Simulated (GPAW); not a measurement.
# Co3 Ru5 Co3 0001: which magnetic order is lowest, part 2 of 2

Does Co3 Ru5 Co3 0001 prefer parallel or opposed moments, or none?

GPAW 26.7.0; PBE; plane waves with GPAW's PAW setups, scalar-relativistic.

So far. Step 2 (Run 1 (ferro ++++++)): After 56 cycles the largest moment stands at 1.83 μB.

## 3. Run 2 (antiferro +++---)

An opposed order shows whether the pairs that it reverses prefer unlike signs.

Contents of order2.py:

```python
import json
import numpy as np
from ase import Atoms
from ase.parallel import paropen, parprint
from gpaw import GPAW

atoms = Atoms(['Co', 'Co', 'Co', 'Ru', 'Ru', 'Ru', 'Ru', 'Ru', 'Co', 'Co', 'Co'],
    cell=[[2.706, 0.0, 0.0],
         [-1.353, 2.343465, 0.0],
         [0.0, 0.0, 31.4751]],
    scaled_positions=[[0.0, 0.0, 0.190627],
         [0.333333, 0.666667, 0.246239],
         [0.0, 0.0, 0.301851],
         [0.333333, 0.666667, 0.363725],
         [0.0, 0.0, 0.431863],
         [0.333333, 0.666667, 0.5],
         [0.0, 0.0, 0.568137],
         [0.333333, 0.666667, 0.636275],
         [0.0, 0.0, 0.698149],
         [0.333333, 0.666667, 0.753761],
         [0.0, 0.0, 0.809373]],
    pbc=True,
    magmoms=[1.8, 1.8, 1.8, 0.0, 0.0, 0.0, 0.0, 0.0, -1.8, -1.8, -1.8])
atoms.calc = GPAW(mode={'name': 'pw', 'ecut': 450},
    xc='PBE',
    kpts={'size': (20, 20, 1), 'gamma': True},
    occupations={'name': 'fermi-dirac', 'width': 0.05},
    convergence={'density': 1e-05, 'energy': 1e-05},
    maxiter=250,
    mixer={'name': 'pulay', 'beta': 0.03, 'nmaxold': 8, 'weight': 100},
    symmetry={'tolerance': 1e-4},
    txt='order2.txt')
e = atoms.get_potential_energy(force_consistent=True)
res = {'free_energy': e, 'energy_sigma0': atoms.get_potential_energy(), 'fermi_energy': atoms.calc.get_fermi_level()}
res['moments'] = atoms.get_magnetic_moments().tolist()
res['total'] = atoms.get_magnetic_moment()
parprint('site moments (muB):', np.round(res['moments'], 3))
parprint(f"total moment: {res['total']:.3f} muB")
parprint(f'free energy: {e:.6f} eV')
atoms.calc.write('order2.gpw')
with paropen('results.json', 'w') as f:
    json.dump(res, f)
```

Launch:

```
$ OMP_NUM_THREADS=1 mpirun -n 4 gpaw python order2.py > order2.log
```

Numbers of over 12 decimals in the logs are rounded to 6 here.

The program printed:

```text
site moments (muB): [ 1.828  1.719  1.346 -0.002 -0.036 -0.     0.036  0.002 -1.346 -1.719
 -1.828]
total moment: 0.000 muB
free energy: -92.640088 eV

--- order2.txt ---
Input parameters:
  mode=PW(ecut=450),
  convergence={'density': 1e-05, 'energy': 1e-05},
  kpts=MonkhorstPack(size=(20, 20, 1), gamma=True),
  maxiter=250,
  mixer=Pulay(name='pulay', nmaxold=8, beta=0.03, weight=100, sigma=0.015, g_ss=None),
  occupations=Occupations(name='fermi-dirac', width=0.05),
  symmetry=Symmetry(tolerance=0.0001),
  xc=XC(name='PBE')

Diagonalizing LCAO Hamiltonian
Converting LCAO to pw mode

       Co

        Co

       Co
        Ru

       Ru

        Ru

       Ru

        Ru

       Co
        Co

       Co

Atoms  # Å, Bohr magnetons
|    | symbol |         x |        y |         z |    initial magnetic moments |
|----|--------|-----------|----------|-----------|-----------------------------|
|  0 |     Co |  0.000000 | 0.000000 |  6.000004 | ( 0.0000,  0.0000,  1.8000) |
|  1 |     Co | -0.000001 | 1.562311 |  7.750397 | ( 0.0000,  0.0000,  1.8000) |
|  2 |     Co |  0.000000 | 0.000000 |  9.500790 | ( 0.0000,  0.0000,  1.8000) |
|  3 |     Ru | -0.000001 | 1.562311 | 11.448281 | ( 0.0000,  0.0000,  0.0000) |
|  4 |     Ru |  0.000000 | 0.000000 | 13.592931 | ( 0.0000,  0.0000,  0.0000) |
|  5 |     Ru | -0.000001 | 1.562311 | 15.737550 | ( 0.0000,  0.0000,  0.0000) |
|  6 |     Ru |  0.000000 | 0.000000 | 17.882169 | ( 0.0000,  0.0000,  0.0000) |
|  7 |     Ru | -0.000001 | 1.562311 | 20.026819 | ( 0.0000,  0.0000,  0.0000) |
|  8 |     Co |  0.000000 | 0.000000 | 21.974310 | ( 0.0000,  0.0000, -1.8000) |
|  9 |     Co | -0.000001 | 1.562311 | 23.724703 | ( 0.0000,  0.0000, -1.8000) |
| 10 |     Co |  0.000000 | 0.000000 | 25.475096 | ( 0.0000,  0.0000, -1.8000) |

Unit cell  # Å
| periodic |         x |        y |         z |   lengths |     angles |
|----------|-----------|----------|-----------|-----------|------------|
|      yes |  2.706000 | 0.000000 |  0.000000 |  2.706000 |  90.000000 |
|      yes | -1.353000 | 2.343465 |  0.000000 |  2.706000 |  90.000000 |
|      yes |  0.000000 | 0.000000 | 31.475100 | 31.475100 | 119.999997 |

Number of symmetries: 6

BZ-sampling:
  Number of BZ points: 400
  Number of IBZ points: 44

  Monkhorst-Pack size: [20, 20, 1]
  Monkhorst-Pack shift: [0.025, 0.025, 0.0]

Plane wave coefficients: 4369
Cutoff: 450.000000 eV

Spin-components: 2 (collinear spins)
Bands:           85
Projectors:      66
Spin-degeneracy: 1
Datatype:        complex128

Parallelization:
  kpt:    4
  domain: 1
  band:   1

Density:
  Valence electrons: 134.0
  Components: 2
  Grid points: [ 14  14 160]
  Charge: 0.0  # |e|

Potential:
  Grid points: [ 14  14 160]

[... setups left out ...]
Reference energy: -843641.884349  # eV

eigensolver:
  PPCG
  Converge bands: occupied
  niter=2

density mixing:
  Pulay-Mixer
  Linear mixing parameters: 0.03
  Old densities: 8
  Fourier metric: weight=100, sigma=0.015

occupation numbers:
  Fermi-Dirac:
    width: 0.0500  # eV

poisson solver:
  ecut: 3600.000000  # eV

xc functional:
  name: PBE with 2 nearest neighbor stencil

convergence criteria:
- Maximum integral of absolute [dens]ity change: 1e-05 electrons / valence electron
- Maximum [total energy] change in last 3 cyles: 1e-05 eV / valence electron
- Maximum integral of absolute [eigenst]ate change: 4e-08 eV^2 / valence electron
maximum number of iterations: 250

SCF iterations
|iter     |      energy | eigst |  dens |  magmom |
|---------|-------------|-------|-------|---------|
|iter:   1|       0s | -113.495020 | +0.33 |       |  +0.0000|
|iter:   2|      17s | -376.864036 | +1.38 | -0.61 |  +0.0000|
|iter:   3|      35s | -105.392962 | +0.33 | -0.37 |  -0.0000|
|iter:   4|      52s |  -96.417206 | -0.33 | -0.83 |  +0.0000|
|iter:   5|      70s |  -95.945788 | -1.31 | -1.10 |  +0.0000|
|iter:   6|      87s |  -95.245130 | -2.05 | -1.07 |  -0.0000|
|iter:   7|     105s |  -94.897369 | -1.31 | -1.16 |  +0.0000|
|iter:   8|     122s |  -92.908739 | -1.43 | -1.13 |  -0.0009|
|iter:   9|     139s |  -92.865798 | -2.67 | -1.40 |  -0.0005|
|iter:  10|     157s |  -94.777294 | -2.21 | -1.42 |  -0.0003|
[... 49 iterations left out ...]
|iter:  60|     911s |  -92.589610c| -8.09c| -4.45 |  +0.0001|
|iter:  61|     919s |  -92.589610c| -8.22c| -4.50 |  +0.0001|
|iter:  62|     927s |  -92.589611c| -8.02c| -4.55 |  +0.0001|
|iter:  63|     935s |  -92.589612c| -8.01c| -4.63 |  +0.0000|
|iter:  64|     943s |  -92.589613c| -7.97c| -4.76 |  +0.0000|
|iter:  65|     951s |  -92.589613c| -8.08c| -4.88 |  +0.0000|
|iter:  66|     959s |  -92.589614c| -8.37c| -4.90 |  +0.0000|
|iter:  67|     967s |  -92.589614c| -8.56c| -4.93 |  +0.0000|
|iter:  68|     976s |  -92.589614c| -8.61c| -4.98 |  +0.0000|
|iter:  69|     984s |  -92.589614c| -8.96c| -5.03c|  +0.0000|

Converged in 69 steps
Energy contributions relative to reference atoms: (reference = -843641.884349)

Energy contributions:
  Kinetic:          41.125682
  Coulomb:         -50.225250
  Zero:              0.562070
  External:          0.000000
  Xc:              -84.001642
  Entropy:          -0.100948
  Spinorbit:         0.000000
  ----------------------------
  Free energy:     -92.640088
  Extrapolated:    -92.589614

dipole moment: (-37.675381, -33.802363, -0.000095)  # |e|*Ang

Total magnetic moment: (0.000000, 0.000000, 0.000018)

Local magnetic moments
|        x |        y |         z |
|----------|----------|-----------|
| 0.000000 | 0.000000 |  1.828490 |  # Co   0
| 0.000000 | 0.000000 |  1.718506 |  # Co   1
| 0.000000 | 0.000000 |  1.345810 |  # Co   2
| 0.000000 | 0.000000 | -0.002163 |  # Ru   3
| 0.000000 | 0.000000 | -0.036452 |  # Ru   4
| 0.000000 | 0.000000 | -0.000000 |  # Ru   5
| 0.000000 | 0.000000 |  0.036450 |  # Ru   6
| 0.000000 | 0.000000 |  0.002165 |  # Ru   7
| 0.000000 | 0.000000 | -1.345794 |  # Co   8
| 0.000000 | 0.000000 | -1.718506 |  # Co   9
| 0.000000 | 0.000000 | -1.828490 |  # Co  10

Fermi level: 6.625
Eigenvalues  # (at kpt = [-0.000, -0.000, 0.000])
| band index |      eig [eV] | occ [0-1] |      eig [eV] | occ [0-1] |
|------------|---------------|-----------|---------------|-----------|
|          0 |       -66.502 |     1.000 |       -66.502 |     1.000 |
|        ... |               |           |               |           |
|         64 |         5.824 |     1.000 |         5.824 |     1.000 |
|         65 |         5.924 |     1.000 |         5.924 |     1.000 |
|         66 |         5.957 |     1.000 |         5.957 |     1.000 |
|         67 |         5.957 |     1.000 |         5.957 |     1.000 |
|         68 |         6.211 |     1.000 |         6.211 |     1.000 |
|         69 |         6.211 |     1.000 |         6.211 |     1.000 |
|         70 |         6.244 |     1.000 |         6.244 |     1.000 |
|         71 |         6.586 |     0.684 |         6.586 |     0.684 |
|         72 |         6.653 |     0.363 |         6.653 |     0.363 |
|         73 |         6.653 |     0.363 |         6.653 |     0.363 |
|         74 |         7.012 |     0.000 |         7.012 |     0.000 |
|         75 |         7.102 |     0.000 |         7.102 |     0.000 |
|         76 |         7.102 |     0.000 |         7.102 |     0.000 |
|         77 |         7.393 |     0.000 |         7.393 |     0.000 |
|         78 |         7.393 |     0.000 |         7.393 |     0.000 |
|         79 |         7.602 |     0.000 |         7.602 |     0.000 |
|        ... |               |           |               |           |
|         84 |         8.061 |     0.000 |         8.061 |     0.000 |

No gap
No difference between direct/indirect transitions
```

It took 17 min on 4 MPI ranks of Arm Neoverse V1, shared host; peak memory 1.6 GiB.

Spin moment in the augmentation sphere by atom:

| atom | spin moment in the augmentation sphere (μB) |
| --- | --- |
| Co1 | 1.83 |
| Co2 | 1.72 |
| Co3 | 1.35 |
| Ru4 | 0.00 |
| Ru5 | -0.04 |
| Ru6 | 0.00 |
| Ru7 | 0.04 |
| Ru8 | 0.00 |
| Co9 | -1.35 |
| Co10 | -1.72 |
| Co11 | -1.83 |

This step gave:

```
magnetization : 0 μB
final state   : antiferromagnetic
```

It lies 0.517 meV a seeded atom under the first start, and its largest moment is 1.83 μB against 1.83 μB.

## 4. Start 3: no spin polarisation

This run holds no moments, which gives a state to set the others against.

nospin.py is the script of step 3 with these lines changed:

```diff
@@ -21,4 +21,3 @@
          [0.0, 0.0, 0.809373]],
-    pbc=True,
-    magmoms=[1.8, 1.8, 1.8, 0.0, 0.0, 0.0, 0.0, 0.0, -1.8, -1.8, -1.8])
+    pbc=True)
 atoms.calc = GPAW(mode={'name': 'pw', 'ecut': 450},
@@ -31,11 +30,7 @@
     symmetry={'tolerance': 1e-4},
-    txt='order2.txt')
+    txt='nospin.txt')
 e = atoms.get_potential_energy(force_consistent=True)
 res = {'free_energy': e, 'energy_sigma0': atoms.get_potential_energy(), 'fermi_energy': atoms.calc.get_fermi_level()}
-res['moments'] = atoms.get_magnetic_moments().tolist()
-res['total'] = atoms.get_magnetic_moment()
-parprint('site moments (muB):', np.round(res['moments'], 3))
-parprint(f"total moment: {res['total']:.3f} muB")
 parprint(f'free energy: {e:.6f} eV')
-atoms.calc.write('order2.gpw')
+atoms.calc.write('nospin.gpw')
 with paropen('results.json', 'w') as f:
```

Launch:

```
$ OMP_NUM_THREADS=1 mpirun -n 4 gpaw python nospin.py > nospin.log
```

The program printed:

```text
free energy: -91.142432 eV

--- nospin.txt ---
Input parameters:
  mode=PW(ecut=450),
  convergence={'density': 1e-05, 'energy': 1e-05},
  kpts=MonkhorstPack(size=(20, 20, 1), gamma=True),
  maxiter=250,
  mixer=Pulay(name='pulay', nmaxold=8, beta=0.03, weight=100, sigma=0.015, g_ss=None),
  occupations=Occupations(name='fermi-dirac', width=0.05),
  symmetry=Symmetry(tolerance=0.0001),
  xc=XC(name='PBE')

[...]
|        ... |               |           |
|         64 |         5.551 |     2.000 |
|         65 |         5.685 |     2.000 |
|         66 |         5.685 |     2.000 |
|         67 |         6.111 |     1.997 |
[...]
|         77 |         6.720 |     0.007 |
|         78 |         6.890 |     0.000 |
|         79 |         7.082 |     0.000 |
|        ... |               |           |
|         84 |         7.571 |     0.000 |

No gap
No difference between direct/indirect transitions

[key lines of the parts left out:]
Free energy:     -91.142432
Converged in 40 steps
dipole moment: (-37.661878, -33.819121, -0.000097)  # |e|*Ang
Fermi level: 6.435
```

Elapsed: 5.4 min, on 4 MPI ranks; peak memory 1.2 GiB.

Numbers from this step:

```
final state : non-magnetic (no spin polarisation)
```

It lies 249 meV a seeded atom over the first start.

## 5. The states side by side

These are free energies at a smearing of 0.05 eV, so its entropy term is in the differences. They are divided by the number of seeded atoms, so that cells of unlike size compare.

Orders:

| start | final state | typed order kept | energy over the lowest (meV a seeded atom) | largest site moment (μB) | net moment (μB a primitive cell) | mesh matched | CPU time (s) |
| --- | --- | --- | --- | --- | --- | --- | --- |
| ferro ++++++ | ferromagnetic | yes | 0.5165 | 1.826 | 9.4 | yes | 3608 |
| antiferro +++--- | antiferromagnetic | yes | 0 | 1.828 | 0 | yes | 4061 |
| no spin polarisation | non-magnetic | - | 249.6 | 0 | 0 | yes | 1284 |

## 6. Outcome

| Quantity | Value |
| --- | --- |
| lowest state found | antiferromagnetic (typed antiferro +++---) |
| largest site moment | 1.83 μB |
| next state | ferromagnetic, 0.517 meV a seeded atom higher |
| energy gained by spin polarisation | 250 meV a seeded atom |

**Reading.** The lowest state found is antiferromagnetic, reached from the start antiferro +++---, with moments up to 1.83 μB. The two lowest states lie so close that the mesh, the functional or spin–orbit coupling could swap them. This is the lowest of 3 finished starts, no proof of the ground state.

[Logs and program files are shortened in this print: banners, set-up blocks, solver, clock and traceback lines can be left out without a mark of their own.]

[Logs are printed without paths, hosts, clocks, repeated set-up lines and the standing remarks that a program may print on its own settings, such as how far it seeks lower states.]

[Hosts, paths, dates, database ids (printed as entryN), source tags and the programs' standing remarks are cut or masked in the printed files.]

[Where a cell is said to come from a database of computed structures, the database is the Materials Project.]
